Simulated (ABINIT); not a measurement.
Here is an ABINIT 10.8.3 (patched build) calculation.

Contents of run.abi:

```
# Pseudopotentials
pp_dirpath "./"
pseudos "Cd.upf, O.upf"

# Structure
acell 3*1.0
rprim
     0.0000000000     4.4328213908     4.4328213908
     4.4328213908     0.0000000000     4.4328213908
     4.4328213908     4.4328213908     0.0000000000
ntypat 2
znucl 48 8
natom 2
typat 1 2
xcart
     0.0000000000     0.0000000000     0.0000000000
     2.3457480600     2.3457480600     2.3457480600 Angstrom
chkprim 0
chksymtnons 0
tolsym 1.0e-6

# Plane-wave basis
ecut 47.0

# k points
kptopt 1
ngkpt 8 8 8
nshiftk 1
shiftk 0.0 0.0 0.0

# Exchange and correlation
ixc -116133

# Bands and occupations
nband 17
occopt 3
tsmear 0.00183747

# SCF cycle
nstep 100
tolvrs 1.0e-10

# Output
iomode 3
prtwf 0
prtden 0
prteig 0
prtebands 0
enunit 2
```

Potentials or basis: PseudoDojo NC SR PBEsol v0.4.1 standard.

Run with:

```bash
$ abinit run.abi > log 2>&1
```

(1) Estimate the band gap on the k mesh.

(2) What does it give for the pressure?

## Answers

(1) none (metal or under the smearing width).

(2) -0.7 GPa.

Caveat: this crystal is a semiconductor, whose small gap the functional closes, so the metal is an error of the method.
